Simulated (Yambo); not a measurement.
NaCl in Yambo: convergence with bands in self energy

The system is NaCl.

```
Cl Na
1.0
     3.50219    0.00000    0.00000
     0.00000    3.50219    0.00000
     0.00000    0.00000    3.50219
Cl Na
1 1
Direct
  0.50000 0.50000 0.50000
  0.00000 0.00000 0.00000
```

Measurements of this composition are mostly on another form, of space group No. 225.

- Program: Yambo 5.3.0
- Task: G0W0 quasiparticle levels
- Functional: LDA
- Potentials or basis: PseudoDojo 0.4.1 SR LDA standard
- Cutoff: 1197 eV
- Density cutoff: 4789 eV
- k mesh: 6 × 6 × 6
- Occupations: fixed
- Spin: no spin polarisation
- k mesh of the self-consistent run: 8 × 8 × 8
- Form of the LDA: PW92
- Random integration of the Coulomb term: yes
- Direction of the field or of q to 0: x + y + z
- Broadening: 0.1 eV
- States corrected: Γ and the k points of the band edges
- Frequency dependence of W: plasmon pole
- Terminator of the band sum in the self-energy: none
- Quasiparticle equation: linearised (Newton)
- Imaginary frequency of the plasmon-pole fit: 27.2114 eV
- Bands in the response: 108
- Bands in the self-energy: 28
- Cutoff of the response matrix: 8 Ry
- Cutoff of exchange and Vxc: 88 Ry
- Bands corrected (first, last): [6, 10]

These are the settings of the first run; the series varies bands in self energy, with any setting tied to it.

```csv
bands in self energy,quasiparticle gap at the points computed (eV)
28,6.357
48,6.459
108,6.560
```

Not settled before the last step: the quasiparticle gap at the points computed (to 0.05 eV). The tightest run that finished is the yardstick and may itself not be fully converged.

Caveat, for the tightest run too: this version prints the column dSc/dw multiplied by 27.2.
